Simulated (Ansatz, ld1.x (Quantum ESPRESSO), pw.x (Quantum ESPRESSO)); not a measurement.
aluminium: one change to the TM potential, in the atom and in the bcc crystal

* Element: Al (Z = 13)
* Generator: ld1.x (Quantum ESPRESSO) 7.5
* Type: norm-conserving Troullier–Martins (Kleinman–Bylander form)
* Functional: PBE
* Relativity: scalar-relativistic
* Frozen core: [Ne]
* Valence charge: 3
* Reference configuration: 3s2 3p1
* Partial waves: 3s (bound): rc 1.85 bohr; 3p (bound): rc 2.20 bohr
* Local potential: all-electron potential smoothed inside 1.60 bohr (lloc = -1)
* Core correction: none

Change: core correction a·sin(br)/r model core inside 1.32 bohr.

Cutoffs, loose and tight: the cutoffs (Ry, on a coarse ladder) from which the occupation-weighted sum of valence levels, in a spherical-Bessel basis at the reference potential, stays within 10 and 1 mRy of its value at 400 Ry. They do not see the model core or the augmentation charge, which bear on the density cutoff. Test errors are all-electron minus pseudo excitation energies from the reference, over the configurations 3s2 3p0; 3s1 3p0; 3s2 3p0.5; 3s0 3p3; 3s2 3p1.3; 3s1 3p1; 3s1 3p2; variants that change the core or the reference have their own tests.

Crystal test: bcc Al in pw.x 7.5, no spin, 14³ k-points, Fermi–Dirac smearing 0.01 Ry, cutoffs set for each file from its atomic test. The reference is all-electron LAPW (Ansatz 0.2.0) with the same functional, mesh and smearing; V0 and B0 come from Birch–Murnaghan fits to the pressures at five volumes. Errors are pseudo minus all-electron; Δ is the rms difference of the E(V) curves that follow from these fits, minima aligned, over ±6 % about the mean V0. Mesh and smearing are coarse, so the numbers serve the comparison and aren't converged zero-temperature values; the lattice is a test structure that the element need not adopt.

All-electron: a0 = 3.237 Å (V0 = 16.96 Å³/atom), B0 = 68.4 GPa.

Does the change bring the crystal closer to the all-electron result?

The mean pressure error goes from +1.92 to +0.90 GPa, so the change moves the solid closer to the all-electron pressures.

| quantity | base | changed |
| --- | --- | --- |
| outcome (atom) | generated | generated |
| cutoff, loose (atom) | 10 Ry | 10 Ry |
| cutoff, tight (atom) | 30 Ry | 30 Ry |
| bound ghosts (atom) | none | none |
| largest test error (meV) (atom) | +30 | +33 |
| cutoffs in pw.x (Ry) | 40/160 | 50/200 |
| a0 (Å) | 3.267 | 3.251 |
| a0 error (%) | +0.91 | +0.43 |
| B0 error (%) | -3.5 | -2.3 |
| Δ (meV/atom) | 6.9 | 3.3 |
| mean pressure error (GPa) | +1.92 | +0.90 |

Base: This is a poor potential for the solid.
